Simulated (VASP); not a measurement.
Here is a VASP 6.6.1 calculation.

The input INCAR:

```
SYSTEM = TiAl
PREC     = Accurate       ! precision mode
ENCUT    = 600            ! plane-wave cutoff, eV
EDIFF    = 1E-7           ! SCF threshold, eV
ISMEAR   = 0              ! smearing method
SIGMA    = 0.1            ! smearing width, eV
LREAL    = .False.        ! projectors in reciprocal space
LASPH    = .True.         ! aspherical terms in the spheres
NELM     = 80             ! most SCF steps
ALGO     = Normal         ! electronic algorithm
ISIF     = 3              ! what is computed and relaxed
LWAVE    = .False.        ! write WAVECAR
LCHARG   = .False.        ! write CHGCAR
METAGGA  = R2SCAN         ! meta-GGA
LMIXTAU  = .True.       
IBRION   = 2              ! ionic algorithm
NSW      = 90             ! ionic steps
EDIFFG   = -0.005         ! ionic threshold
```

Contents of KPOINTS:

```
regular mesh
0
Gamma
  14 14 14
  0 0 0
```

Contents of POSCAR:

```
TiAl
1.0
    3.1790640000      0.0000000000      0.0000000000
    0.0000000000      3.1790640000      0.0000000000
    0.0000000000      0.0000000000      3.1790640000
Ti Al
1 1
Direct
    0.0000000000      0.0000000000      0.0000000000
    0.5000000000      0.5000000000      0.5000000000
```

Potentials or basis: VASP PAW PBE potentials, release 64 (Ti_sv, Al).

Run with:

```sh
$ cat potpaw_PBE.64/Ti_sv/POTCAR potpaw_PBE.64/Al/POTCAR > POTCAR
$ mpirun -np 1 vasp_std > vasp.out
```

**Question.** Predict the band gap on the k mesh.

**Answer.** None (metal or under the smearing width).

**Question.** Predict the relaxed cell.

**Answer.** a = 3.172 Å, b = 3.172 Å, c = 3.172 Å, α = 90.00°, β = 90.00°, γ = 90.00°.

**Question.** Predict the relaxed volume.

**Answer.** 15.96 Å³/atom.

Final structure:
```
CELL_PARAMETERS angstrom
3.17248 0.00000 0.00000
0.00000 3.17248 0.00000
0.00000 0.00000 3.17248
ATOMIC_POSITIONS crystal
Ti 0.00000 0.00000 0.00000
Al 0.50000 0.50000 0.50000
```

Caveat: the PAW data sets were made with another functional, which shifts forces and pressure a little.
